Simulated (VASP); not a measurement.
## Al: band structure with PBE

Al:

```
CELL_PARAMETERS angstrom
0.00000 2.02481 2.02481
2.02481 0.00000 2.02481
2.02481 2.02481 0.00000
ATOMIC_POSITIONS crystal
Al 0.00000 0.00000 0.00000
```

```json
{
 "Program": "VASP 6.6.1",
 "Task": "band structure",
 "Functional": "PBE",
 "Potentials or basis": "VASP PAW PBE potentials, release 54 (Al)",
 "Cutoff": "500 eV",
 "k mesh": "11 × 11 × 11",
 "Occupations": "fermi-dirac, width 0.05 eV",
 "Spin": "no spin polarisation",
 "Further INCAR settings": "ALGO = Normal; EDIFF = 1e-06; NBANDS = 8"
}
```

```yaml
Pressure: -0.5 GPa
Band_gap_along_the_path: none (metal or under the smearing width)
```

Levels at the corners of the path, in eV from the Fermi level:
```tsv
point	band 1	band 2	band 3	band 4	band 5	band 6
Γ	-11.10	12.57	12.57	12.57	14.02	14.02
X	-2.92	-1.61	5.24	5.55	5.55	9.00
X	-2.92	-1.61	5.24	5.55	5.55	9.00
W	-0.85	-0.85	0.17	1.06	15.76	15.76
W	-0.85	-0.85	0.17	1.06	15.76	15.76
K	-1.89	-1.36	-0.42	6.52	8.16	15.61
K	-1.89	-1.36	-0.42	6.52	8.16	15.61
Γ	-11.10	12.57	12.57	12.57	14.02	14.02
Γ	-11.10	12.57	12.57	12.57	14.02	14.02
L	-4.58	-4.38	11.33	11.33	11.42	11.42
L	-4.58	-4.38	11.33	11.33	11.42	11.42
U	-1.89	-1.36	-0.42	6.52	8.16	15.61
U	-1.89	-1.36	-0.42	6.52	8.16	15.61
W	-0.85	-0.85	0.17	1.06	15.76	15.76
W	-0.85	-0.85	0.17	1.06	15.76	15.76
L	-4.58	-4.38	11.33	11.33	11.42	11.42
L	-4.58	-4.38	11.33	11.33	11.42	11.42
K	-1.89	-1.36	-0.42	6.52	8.16	15.61
U	-1.89	-1.36	-0.42	6.52	8.16	15.61
X	-2.92	-1.61	5.24	5.55	5.55	9.00
```

It took 18 s on 1 thread of Intel(R) Xeon(R) Platinum 8559C (Emerald Rapids), with other jobs on the host, peak memory 0.13 GiB.
